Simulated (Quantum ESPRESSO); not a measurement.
**TiO2 in Quantum ESPRESSO: the effect of functional**

Crystal: TiO2.

```
CELL_PARAMETERS angstrom
4.59984 0.00000 0.00000
0.00000 4.59984 0.00000
0.00000 0.00000 2.95921
ATOMIC_POSITIONS crystal
Ti 0.00000 0.00000 0.50000
Ti 0.50000 0.50000 0.00000
O 0.30432 0.30432 0.50000
O 0.19568 0.80432 0.00000
O 0.80432 0.19568 0.00000
O 0.69568 0.69568 0.50000
```

The cell is a database's computed one.

Alike in all runs:

```yaml
Program: Quantum ESPRESSO 7.5
Task: dielectric tensor
Cutoff: 1143 eV
Density_cutoff: 4572 eV
k_mesh: 4 × 4 × 6, shifted
Occupations: fermi-dirac, width 0.05 eV
Spin: no spin polarisation
```

```csv
functional,potentials or basis,pressure (GPa),largest force (eV/Å),dielectric constant (mean)
LDA,PseudoDojo 0.4.1 SR LDA standard,-9.3,0.14,7.95
PBEsol,PseudoDojo 0.4.1 SR PBEsol standard,-3.4,0.08,7.86
WC,PseudoDojo 0.4.1 SR PBE standard,-2.7,0.06,7.81
BLYP,PseudoDojo 0.4.1 SR PBE standard,?,?,?
```

Q: What does the run with functional BLYP give?

A: Pressure 10.2 GPa; largest force 0.07 eV/Å; dielectric constant 7.69 mean.

Caveats: the cell is more than 3 GPa from zero pressure, which shifts response properties (some runs); the potentials were made for another functional, which shifts forces and pressure (some runs).

Runs at the PBE level aren't shown here.
